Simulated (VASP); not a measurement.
# TiC: convergence with the SCF threshold and SCF solver, part 3 of 3

A convergence test on TiC: the SCF threshold and SCF solver. The atoms are off their equilibrium sites, so that forces can be compared too. The series runs use PBE. The atoms of the start are displaced at random from the sites of a Fm-3m cell.

VASP 6.6.1; PBE; plane waves and PAW (Ti_sv, C).

Still holding for the runs below: The k-mesh is coarse for a metal.

So far. Step 13 (SCF solver: ALGO = Damped): Against the first of the series the energy moves by +0.01 meV an atom and the pressure by -0.03 GPa, after 30 cycles in 31 s. Step 14 (SCF solver: AMIX = 0.1, BMIX = 0.01): Against the first of the series the energy stays within 0.01 meV an atom; the pressure moves by -0.07 GPa, after 17 cycles in 27 s.

The database entry behind the starting cell differs from later determinations by our own check (0.1 to 0.3 % short, probably kX units), so it need not match the best structure at ambient conditions.

## Step 15: SCF solver: AMIX = 0.8 (continued)

Parts of OUTCAR (step 15):

```text
  Total        0.5951557      0.3913847      0.4204517     -0.0272479     -0.0105319     -0.0722333
  in kB       47.3556978     31.1419302     33.4547490     -2.1680799     -0.8380061     -5.7475011
  external PRESSURE =      37.3174590 kB  Pullay stress =       0.0000000 kB

 POSITION                                       TOTAL-FORCE (eV/Angst)
 -----------------------------------------------------------------------------------
      0.02153      2.16244      2.16247        -0.741660     -0.118143     -0.319144
      2.09869      2.14990      2.12794         0.741660      0.118143      0.319144
 -----------------------------------------------------------------------------------
    total drift:                                0.000093     -0.000016     -0.000013

  FREE ENERGIE OF THE ION-ELECTRON SYSTEM (eV)
  ---------------------------------------------------
  free  energy   TOTEN  =       -18.6686174968 eV

  energy  without entropy=      -18.6661499695  energy(sigma->0) =      -18.66738373

[... 2 parts as in an earlier step ...]

[... 1 further part left out ...]
[key lines of the parts left out:]
E-fermi :   9.5370
```

Against the first of the series the energy stays within 0.01 meV an atom; the pressure moves by -0.01 GPa, after 16 cycles in 25 s.

## Step 16: SCF solver: IMIX = 1, AMIX = 0.2

INCAR reads:

```
SYSTEM = TiC
PREC = Accurate
ENCUT = 520
EDIFF = 1E-06
NELM = 100
ISMEAR = -1
SIGMA = 0.05
LREAL = .FALSE.
ALGO = Normal
GGA = PE
NBANDS = 14
LASPH = .TRUE.
LORBIT = 11
LWAVE = .FALSE.
LCHARG = .FALSE.
KPAR = 2
ISIF = 2
IMIX = 1
AMIX = 0.2
```

POSCAR reads:

```
TiC
1.0
    0.0000000000      2.1593000000      2.1593000000
    2.1593000000      0.0000000000      2.1593000000
    2.1593000000      2.1593000000      0.0000000000
Ti C
1 1
Direct
   -0.0035250000      0.0049920000      0.0049780000
    0.5045960000      0.4808790000      0.4910510000
```

KPOINTS reads:

```
Automatic mesh
0
Gamma
9 9 9
0 0 0
```

PAW data sets: Ti_sv and C (PBE family, release 64).

Started as:

```
mpirun -np 2 vasp_std
```

The program printed:

```text
[... set-up lines as in an earlier step ...]
 entering main loop
       N       E                     dE             d eps       ncg     rms          rms(c)
[... 5 cycles as in an earlier step ...]
DAV:   6    -0.193385297082E+02    0.49251E+01   -0.33368E+00 15036   0.302E+01    0.972E+00
DAV:   7    -0.187080247992E+02    0.63050E+00   -0.77778E-01 15906   0.120E+01    0.586E+00
DAV:   8    -0.186688088332E+02    0.39216E-01   -0.80318E-02 14812   0.332E+00    0.450E+00
DAV:   9    -0.186645744013E+02    0.42344E-02   -0.86223E-03 14480   0.956E-01    0.356E+00
[...]
DAV:  33    -0.186686129833E+02   -0.18028E-05   -0.42095E-07  6454   0.597E-03    0.192E-02
DAV:  34    -0.186686142639E+02   -0.12807E-05   -0.32902E-07  5518   0.553E-03    0.156E-02
DAV:  35    -0.186686151742E+02   -0.91029E-06   -0.28338E-07  5344   0.503E-03
   1 F= -.18668615E+02 E0= -.18667381E+02  d E =-.246742E-02
```

Wall time 59 s (2 MPI ranks of Intel Xeon 6975P-C (Granite Rapids), shared host); peak memory 0.42 GiB.

OUTCAR, selected parts (step 16):

```text
  Total        0.5793717      0.3757256      0.4047860     -0.0272449     -0.0105390     -0.0722130
  in kB       46.0997861     29.8959522     32.2082521     -2.1678398     -0.8385736     -5.7458852
  external PRESSURE =      36.0679968 kB  Pullay stress =       0.0000000 kB

 POSITION                                       TOTAL-FORCE (eV/Angst)
 -----------------------------------------------------------------------------------
      0.02153      2.16244      2.16247        -0.741785     -0.118160     -0.319185
      2.09869      2.14990      2.12794         0.741785      0.118160      0.319185
 -----------------------------------------------------------------------------------
    total drift:                                0.000258      0.000011      0.000055

  FREE ENERGIE OF THE ION-ELECTRON SYSTEM (eV)
  ---------------------------------------------------
  free  energy   TOTEN  =       -18.6686151742 eV

  energy  without entropy=      -18.6661477525  energy(sigma->0) =      -18.66738146

[... 2 parts as in an earlier step ...]

[... 1 further part left out ...]
[key lines of the parts left out:]
E-fermi :   9.5372
```

Against the first of the series the energy stays within 0.01 meV an atom; the pressure moves by -0.13 GPa, after 35 cycles in 59 s.

## Step 17: The SCF solver series as a table

This step: convergence of PBE results with the solver; plane waves and PAW (VASP 6.6.1).

Derived from the runs above.

Differences are taken from the run with ALGO = Normal. Results of the series, by row:

| setting | status | energy less the reference (meV/atom) | pressure (GPa) | largest force difference (meV/Å) | SCF cycles | wall time (s) |
| --- | --- | --- | --- | --- | --- | --- |
| ALGO = Normal | converged | 0 | 3.738 | 0 | 14 | 19.6 |
| ALGO = Fast | converged | 7.90e-4 | 3.738 | 0.248 | 25 | 48 |
| ALGO = VeryFast | converged | 0.00227 | 3.716 | 0.333 | 40 | 74 |
| ALGO = All | converged | 9.05e-4 | 3.735 | 0.308 | 25 | 32 |
| ALGO = Damped | converged | 0.006915 | 3.707 | 0.138 | 30 | 31 |
| AMIX = 0.1, BMIX = 0.01 | converged | -2.75e-4 | 3.664 | 0.203 | 17 | 27 |
| AMIX = 0.8 | converged | 2.60e-4 | 3.732 | 0.013 | 16 | 25 |
| IMIX = 1, AMIX = 0.2 | converged | 0.001395 | 3.607 | 0.112 | 35 | 59 |

## Step 18: Outcome

```json
{"SCF threshold from which the energy stays within 10 meV/atom of the reference": "EDIFF = 0.01", "SCF threshold from which the energy stays within 1 meV/atom of the reference": "EDIFF = 0.01", "SCF threshold from which the pressure stays within 0.2 GPa of the reference": "EDIFF = 1E-04", "spread of the pressure over the SCF threshold": "5.46 GPa", "spread of the energy over the SCF threshold": "0.990 meV/atom", "fewest SCF cycles": "ALGO = Normal (14)", "most SCF cycles among converged runs": "ALGO = VeryFast (40)", "spread of the pressure over the SCF solver": "0.132 GPa", "spread of the energy over the SCF solver": "0.00719 meV/atom"}
```

What this shows: From EDIFF = 0.01 on, the energy stays within 1 meV an atom of the reference, at 66 % of its time. The pressure holds within 0.2 GPa from EDIFF = 1E-04 on. The loosest stop saves 8 of 18 cycles and costs -1.0 meV an atom, +4.94 GPa, 1.4 meV/Å in forces. All SCF solvers that converged agree within 0.05 meV an atom. No setting beats the 20 s of ALGO = Normal by a fifth or more; the slowest converged run is ALGO = VeryFast, at 74 s. On a shared host such times are rough. Yet the pressure of IMIX = 1, AMIX = 0.2 is -0.13 GPa off: EDIFF tests the energy, which is second order in the error of the density, while the stress is first order.

[Lines on the potential files, build, host, timing and source positions are cut from VASP's logs without a mark.]

[Logs are printed without paths, hosts, clocks, repeated set-up lines and the standing remarks that a program may print on its own settings, such as how far it seeks lower states.]

[Hosts, paths, dates, database ids (printed as entryN), source tags and the programs' standing remarks are cut or masked in the printed files.]

[A measured line is paired with the nearest computed mode of its activity, which favours agreement.]
